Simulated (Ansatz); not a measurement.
# Se: the cost of one run

Method: DFT PBE, scalar-relativistic, plane waves, PAW, in Ansatz 0.2.0.

## (1) Starting point

Symmetry: Pm-3m, No. 221, cubic system. Conventional cell: a = 2.811 Å, b = 2.811 Å, c = 2.811 Å, α = 90.00°, β = 90.00°, γ = 90.00°. Se (site symmetry m-3m) has 6 Se at 2.81 Å as nearest neighbours.

As a file:

```cif
data_structure
_symmetry_space_group_name_H-M 'Pm-3m'
_symmetry_Int_Tables_number 221
_cell_length_a 2.8106
_cell_length_b 2.8106
_cell_length_c 2.8106
_cell_angle_alpha 90.000
_cell_angle_beta 90.000
_cell_angle_gamma 90.000
_cell_volume 22.20
loop_
_atom_site_label
_atom_site_type_symbol
_atom_site_symmetry_multiplicity
_atom_site_Wyckoff_symbol
_atom_site_fract_x
_atom_site_fract_y
_atom_site_fract_z
_atom_site_occupancy
Se1 Se 1 a 0.00000 0.00000 0.00000 1
```

The structure comes from the Materials Project (structure only).

## (2) A distortion that keeps the symmetry

What differs from the listed cell: strain xx, yy, zz, yz, xz, xy = -1.3, -1.3, -1.3, +0.0, +0.0, +0.0 %.

input.yaml

```yaml
crystal:
  lattice:
    - [2.7744191796, 0.0, 0.0]
    - [0.0, 2.7744191796, 0.0]
    - [0.0, 0.0, 2.7744191796]
  atoms:
    - { symbol: Se, position: [0.0, 0.0, 0.0] }
basis:
  ecutwfc: 420
kpoints:
  mp_grid: { grid: [14, 14, 14] }
hamiltonian:
  xc: pbe
scf:
  occupations: { method: gaussian, width: 0.1 }
output:
  forces: true
  stress: true
  eigenvalues: true
```

Started as:

```bash
> ansatz run input.yaml --threads 1 --pin off --max-ram 1331MiB --backend cpu --events-out ev --progress --plain --runs-dir out
```

Q: Estimate wall time and peak memory on 1 thread of an x86-64 CPU, shared host.

About 4.3 s, with a peak of 0.32 GiB.
